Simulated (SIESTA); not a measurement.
**V under changes of volume**

One of the cells (14.169 Å³/atom); the others are scaled copies at fixed shape and fractional positions:

```xyz
1
Lattice="-1.5244 1.5244 1.5244 1.5244 -1.5244 1.5244 1.5244 1.5244 -1.5244" Properties=species:S:1:pos:R:3 pbc="T T T"
V     0.0000    0.0000    0.0000
```

- Program: SIESTA 5.4.2
- Functional: PBE
- Potentials or basis: PseudoDojo 0.4 standard (PBE files)
- Basis: DZP (energy shift 0.003 Ry; two zetas on semicore shells)
- Grid cutoff: 800 Ry
- Energy shift: 0.003 Ry
- k mesh: 12 × 12 × 12
- Occupations: fermi-dirac, width 0.05 eV
- Spin: collinear spin, ferromagnetic start
- Starting moments: [2.0] μB

| volume (Å³/atom) | energy over the lowest point (meV/atom) | pressure (GPa) |
| --- | --- | --- |
| 13.058 | 8.49 | 6.4 |
| 13.336 | 0.85 | 2.3 |
| 13.613 | 0.00 | -1.6 |
| 14.169 | 17.69 | -8.3 |
| 14.447 | ? | ? |
| 14.725 | 56.34 | -13.7 |

**Question.** What does the run at 14.447 Å³/atom give?

**Answer.** Energy over the lowest point 34.63 meV/atom; pressure -10.9 GPa.

Worked out: A Birch-Murnaghan fit of order 3 (a polynomial in V^(-2/3)) to the other rows has its minimum at 13.50 Å³/atom with B0 = V·E''(V) = 189 GPa and B' = 4.0. It gives 34.62 meV/atom at 14.447 Å³/atom, against the run's 34.63, and -dE/dV = -11.2 GPa, against -10.9.

Energies are extrapolated to zero smearing.

Caveats: the basis of atomic orbitals isn't converged, which shifts pressures, moduli and gaps.
